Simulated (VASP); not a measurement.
BN: relaxation of cell and atoms with PBE+D3(BJ)

Crystal: BN.

```
CELL_PARAMETERS angstrom
2.49824 0.00000 0.00000
-1.24912 2.16354 0.00000
0.00000 0.00000 6.63570
ATOMIC_POSITIONS crystal
B 0.33333 0.66667 0.25000
B 0.66667 0.33333 0.75000
N 0.33333 0.66667 0.75000
N 0.66667 0.33333 0.25000
```

```json
{
 "Program": "VASP 6.6.1",
 "Task": "relaxation of cell and atoms",
 "Functional": "PBE",
 "Dispersion": "D3(BJ)",
 "Potentials or basis": "VASP PAW PBE potentials, release 64 (B, N)",
 "Cutoff": "600 eV",
 "k mesh": "12 × 12 × 4",
 "Occupations": "gaussian, width 0.03 eV",
 "Spin": "no spin polarisation",
 "Further INCAR settings": "ALGO = Normal; EDIFF = 1e-06; IBRION = 2; EDIFFG = -0.01; NSW = 90; ISIF = 3"
}
```

| Item | Value |
| --- | --- |
| Relaxed volume | 8.95 Å³/atom |
| Relaxed cell | a = 2.506 Å, b = 2.506 Å, c = 6.584 Å, α = 90.00°, β = 90.00°, γ = 120.00° |
| Space group after relaxing (to 0.05 Å) | P6_3/mmc (No. 194) |
| Energy gained by relaxing | 0.7 meV/atom |
| Ionic steps | 7 |
| Pressure after relaxing | 0.0 GPa |
| Band gap on the k mesh | 4.26 eV, indirect (least direct gap 4.63 eV) |
| Dispersion energy per atom | -0.142 eV |

Stress tensor (GPa, compression positive):
```
 0.05  0.00  0.00
 0.00  0.05  0.00
 0.00  0.00 -0.11
```

The path:
| step | energy change (eV) | largest force (eV/Å) | pressure (GPa) | volume (Å³) |
| --- | --- | --- | --- | --- |
| 1 | 0.0000 | 0.0000 | 2.26 | 35.87 |
| 2 | 0.0069 | 0.0000 | -4.50 | 36.53 |
| 3 | -0.0026 | 0.0000 | -0.12 | 36.09 |
| 4 | -0.0026 | 0.0000 | -0.09 | 36.09 |
| 5 | -0.0027 | 0.0000 | -0.07 | 36.06 |
| 6 | -0.0028 | 0.0000 | -0.05 | 35.98 |
| 7 | -0.0030 | 0.0000 | -0.01 | 35.82 |

Final structure:
```
B N
1.0
     2.50626    0.00000    0.00000
    -1.25313    2.17049    0.00000
     0.00000    0.00000    6.58425
B N
2 2
Direct
  0.33333 0.66667 0.25000
  0.66667 0.33333 0.75000
  0.33333 0.66667 0.75000
  0.66667 0.33333 0.25000
```

Levels at points of the mesh, in eV from the valence-band top:
```
           k point  band 4  band 5  band 6  band 7  band 8  band 9  band 10  band 11  band 12
(0.00, 0.00, 0.00)   -4.03   -1.34   -1.34   -1.30   -1.30    5.31    10.40    11.52    11.52
(0.50, 0.00, 0.00)   -8.83   -4.14   -4.07   -1.47   -0.41    4.26     5.67     9.51     9.92
(0.00, 0.00, 0.50)   -5.26   -1.32   -1.32   -1.32   -1.32    7.72     7.72    11.58    11.58
(0.50, 0.00, 0.50)   -8.87   -4.11   -4.11   -0.92   -0.92    4.73     4.73     9.89     9.89
```

Run time: 27 s on 4 MPI ranks on Intel(R) Xeon(R) 6975P-C (Granite Rapids), on a shared host, peak memory 0.18 GiB a rank.

A k mesh can miss the band edges. As with any semilocal functional, this PBE gap is likely too small.
